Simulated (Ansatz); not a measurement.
**In: phonons with LDA**

In:

```
CELL_PARAMETERS angstrom
3.33548 0.00000 0.00000
-1.66774 2.88861 0.00000
0.00000 0.00000 5.50914
ATOMIC_POSITIONS crystal
In 0.66667 0.33333 0.75000
In 0.33333 0.66667 0.25000
```

This isn't the form of In at room conditions, which is tetragonal.

| Quantity | Value |
| --- | --- |
| Program | Ansatz 0.2.0 |
| Task | phonons |
| Functional | LDA |
| Potentials or basis | Ansatz PAW |
| Cutoff | 420 eV (not typed: the program's choice for these potentials) |
| k mesh | 7 × 7 × 4 |
| Occupations | fermi-dirac, width 0.05 eV |
| Spin | no spin polarisation |

```yaml
Band_gap_on_the_k_mesh: none (metal or under the smearing width)
Highest_phonon_frequency_at_Γ: 103 cm⁻¹
```

Levels at points of the mesh, in eV from the Fermi level:
| k point | band 10 | band 11 | band 12 | band 13 | band 14 | band 15 | band 16 | band 17 |
| --- | --- | --- | --- | --- | --- | --- | --- | --- |
| (0.00, 0.00, 0.00) | -14.26 | -9.52 | -4.56 | -3.36 | 8.24 | 8.24 | 10.07 | 10.07 |
| (0.00, 0.00, -0.50) | -14.33 | -8.17 | -8.17 | 2.85 | 2.85 | 9.22 | 9.22 | 9.22 |

Phonon frequencies in cm⁻¹ (negative: imaginary):
| q point | frequencies |
| --- | --- |
| (0.000, 0.000, 0.000) | 0 0 0 28 28 103 |

It took 15 s on 2 threads of Intel(R) Xeon(R) Processor @ 2.50GHz (Skylake/Cascade Lake) (shared host), peak memory 0.47 GiB.
